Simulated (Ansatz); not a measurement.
# Na

```
Na
1.0
    -2.11750    2.11750    2.11750
     2.11750   -2.11750    2.11750
     2.11750    2.11750   -2.11750
Na
1
Direct
  0.00000 0.00000 0.00000
```

The structure is an experimental refinement, used without relaxation.

Method: DFT, PBE, all-electron LAPW, scalar-relativistic in Ansatz 0.2.0.

Numerical set-up: a Γ-centred 11×11×11 k mesh, Fermi–Dirac smearing of 0.03 eV, basis error target 0.5 meV/atom, no spin polarisation.

```json
{
  "Pressure at this cell": "-2.0 kbar",
  "Band gap": "none: with an odd electron count and no spin polarisation the bands can't all be full, a metal in this set-up (spin order or a larger cell could open a gap)",
  "Density of states at the Fermi level (0.2 eV bin)": "0.49 states/eV per cell",
  "Volume per atom": "37.98 Å³"
}
```
